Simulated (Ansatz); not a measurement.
# MoS2: the cost of one run

Program: Ansatz 0.2.0. PAW datasets, plane waves. Spin-unpolarised throughout; all numbers are computed.

## (1) The system as given

The unstrained cell was relaxed with r2SCAN; in each strained cell the atoms were relaxed again with r2SCAN. Names of k-points are those of the unstrained zone, where strain can split equivalent points. First state: -1.5 % shear in the xy plane.

The sheet's in-plane cell has a = 3.184 Å, b = 3.205 Å (γ = 120.6°), and its outermost atoms lie 3.10 Å apart along the normal. Near Mo stand 6 S at 2.40–2.41 Å; near S stand 3 Mo at 2.40–2.41 Å.

The structure in full:

```
Mo S
1.0
     3.18388   -0.02388    0.00000
    -1.61262    2.76926    0.00000
     0.00000    0.00000   30.57252
Mo S
1 2
Direct
  0.33424 0.66670 0.29438
  0.66622 0.33332 0.34516
  0.66622 0.33332 0.24361
```
Two periodic directions, a and b.

From earlier runs on the unstrained cell: PBE 1.59 eV, r2SCAN 1.67 eV, HSE06 2.11 eV; a = 3.184 Å.

## (2) -1.5 % shear in the xy plane: PBE

input.yaml

```yaml
crystal:
  lattice:
    - [3.1838783405, -0.0238790876, 0.0]
    - [-1.6126190667, 2.7692590692, 0.0]
    - [0.0, 0.0, 30.5725179208]
  atoms:
    - { symbol: Mo, position: [0.3342359099, 0.6667023894, 0.2943820337] }
    - { symbol: S, position: [0.6662153784, 0.3333154719, 0.3451564738] }
    - { symbol: S, position: [0.6662153784, 0.3333154719, 0.2436075936] }
  periodic: [true, true, false]
kpoints:
  mp_grid: { grid: [12, 12, 1] }
  band_path:
    path:
      - [0.0, 0.0, 0.0]
      - [0.5, 0.0, 0.0]
      - [0.3333333333, 0.3333333333, 0.0]
      - [0.333333, 0.338542, 0.0]
    npoints: 1
hamiltonian:
  xc: pbe
scf:
  occupations: { method: fermi_dirac, width: 0.02 }
  n_extra_bands: 4
output:
  forces: true
  stress: true
  eigenvalues: true
```

Started as:

```
$ ansatz run input.yaml --threads 4 --pin off --max-ram 5529MiB --backend cpu --events-out ev --progress --plain --runs-dir out
```

Q: Estimate wall time and peak memory on 4 threads of Arm Neoverse V2, shared host.

About 10 s, with a peak of 0.69 GiB.
